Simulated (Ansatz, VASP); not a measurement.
WC: VASP beside Ansatz

```
W C
1.0
     2.89841    0.00000    0.00000
    -1.44921    2.51010    0.00000
     0.00000    0.00000    2.82761
W C
1 1
Direct
  0.00000 0.00000 0.00000
  0.66667 0.33333 0.50000
```

Alike in both runs: functional PBEsol; k mesh 18 × 18 × 14; occupations gaussian, width 0.1 eV; no spin polarisation.

Ansatz relaxed the structure, and its values are those at the end. VASP's run is a single point on that final structure, the one shown.

```csv
,VASP,Ansatz
version,VASP 6.6.1,Ansatz 0.2.0
potentials or method,"VASP PAW PBE potentials, release 64 (W_sv, C)","scalar-relativistic, plane waves, PAW"
plane-wave cutoff (eV),520,420
valence electrons in the cell,18,18
```

Ansatz gave:

```
gap on the k mesh at the Fermi level (eV) : none
pressure (GPa)                            : 0.0
```

Question: What did VASP give for the same quantities?

Answer: gap on the k mesh at the Fermi level (eV): none; pressure (GPa): 1.3.

A gap of «none» marks a metal or a gap that the smearing closes.

Caveats: the PAW data sets were made with another functional, which shifts forces and pressure a little (VASP). The runs have no spin-orbit coupling, so splittings on W are missing.
